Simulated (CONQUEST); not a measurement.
Crystal: GaN.

```xyz
8
Lattice="3.1800 0.0000 0.0000 0.0000 5.1660 0.0000 0.0000 0.0000 5.5079" Properties=species:S:1:pos:R:3 pbc="T T T"
Ga    1.5861    2.5776    4.6210
Ga    3.1761    2.5776    1.8670
Ga    1.5796    0.0547    0.9528
Ga    3.1696    0.0547    3.7068
N     0.0236    4.5264    1.8458
N     1.6136    4.5264    4.5998
N     1.5449    1.9332    0.9204
N     3.1349    1.9332    3.6743
```

The cell isn't the ideal one: atoms moved at random, drawn with an rms of 0.05 Å.

Base run:

```yaml
Program: CONQUEST 1.3
Functional: PBE
Potentials_or_basis: PseudoDojo NC PBE, SZP, grid cutoff 150 Ha
k_mesh: 5 × 4 × 3
Occupations: fermi-dirac, width 0.05 eV
Spin: no spin polarisation
```

Its results: band gap on the k mesh 2.28 eV; pressure 13.0 GPa; largest force 1.757 eV/Å.

Task: After a change of settings the same cell gave: band gap on the k mesh 1.91 eV; pressure 18.8 GPa; largest force 1.940 eV/Å. Which change was it?
A. potentials or basis from PseudoDojo NC PBE, SZP, grid cutoff 150 Ha to PseudoDojo NC PBE, SZ, grid cutoff 150 Ha
B. potentials or basis from PseudoDojo NC PBE, SZP, grid cutoff 150 Ha to PseudoDojo NC PBE, DZP, grid cutoff 150 Ha
C. potentials or basis from PseudoDojo NC PBE, SZP, grid cutoff 150 Ha to PseudoDojo NC PBE, DZ, grid cutoff 150 Ha

Result: A.

Caveats: the atomic basis is small; the basis of atomic orbitals isn't converged, which shifts pressures, moduli and gaps; an odd mesh through Γ misses points on the zone boundary, where band edges often lie (some runs); the box holds several primitive cells, so bands are folded and the points are those of the box's own zone (some runs).
